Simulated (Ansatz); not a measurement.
# SnTe: the cost of one run

Program: Ansatz 0.2.0. Level of theory: DFT PBE+D3(BJ), scalar-relativistic, plane waves, PAW. These are calculated values, not measurements.

4 further runs of the same task are left out: 1 that didn't finish, 3 set aside as unsound or not needed.

**1. The system as given**

It takes space group Pm-3m (No. 221, cubic). Conventional cell: a = 3.826 Å, b = 3.826 Å, c = 3.826 Å, α = 90.00°, β = 90.00°, γ = 90.00°. Sn (site symmetry m-3m) has 8 Te at 3.31 Å as nearest neighbours. Around Te (site symmetry m-3m) lie 8 Sn at 3.31 Å.

Structure file:

```cif
data_structure
_symmetry_space_group_name_H-M 'Pm-3m'
_symmetry_Int_Tables_number 221
_cell_length_a 3.8259
_cell_length_b 3.8259
_cell_length_c 3.8259
_cell_angle_alpha 90.000
_cell_angle_beta 90.000
_cell_angle_gamma 90.000
_cell_volume 56.00
loop_
_atom_site_label
_atom_site_type_symbol
_atom_site_symmetry_multiplicity
_atom_site_Wyckoff_symbol
_atom_site_fract_x
_atom_site_fract_y
_atom_site_fract_z
_atom_site_occupancy
Sn1 Sn 1 a 0.00000 0.00000 0.00000 1
Te1 Te 1 b 0.50000 0.50000 0.50000 1
```

It goes back to an entry of the Materials Project, which need not be the stable form.

It is built from the cell relaxed beforehand with the same method (28.00 Å³/atom).

**2. The reference: the undisturbed cell on the scan's mesh**

input.yaml reads:

```yaml
crystal:
  lattice:
    - [-3.8258851498, 3.8258851498, 3.8258851498]
    - [3.8258851498, -3.8258851498, 3.8258851498]
    - [3.8258851498, 3.8258851498, -3.8258851498]
  atoms:
    - { symbol: Sn, position: [0.0, 0.5, 0.5] }
    - { symbol: Sn, position: [0.5, 0.0, 0.5] }
    - { symbol: Sn, position: [0.5, 0.5, 0.0] }
    - { symbol: Sn, position: [0.0, 0.0, 0.0] }
    - { symbol: Te, position: [0.5, 0.5, 0.5] }
    - { symbol: Te, position: [0.0, 0.0, 0.5] }
    - { symbol: Te, position: [0.0, 0.5, 0.0] }
    - { symbol: Te, position: [0.5, 0.0, 0.0] }
basis:
  ecutwfc: 420
kpoints:
  mp_grid: { grid: [12, 12, 12] }
hamiltonian:
  xc: pbe
  dispersion: d3bj
scf:
  occupations: { method: gaussian, width: 0.15 }
output:
  forces: true
  stress: true
  eigenvalues: true
```

The run is started by

```console
ansatz run input.yaml --threads 1 --pin off --max-ram 2560MiB --backend cpu --events-out ev --progress --plain --runs-dir out
```

What time and memory should one allow on 1 thread of Arm Neoverse V1, shared host?

About 66 s, with a peak of 0.96 GiB.
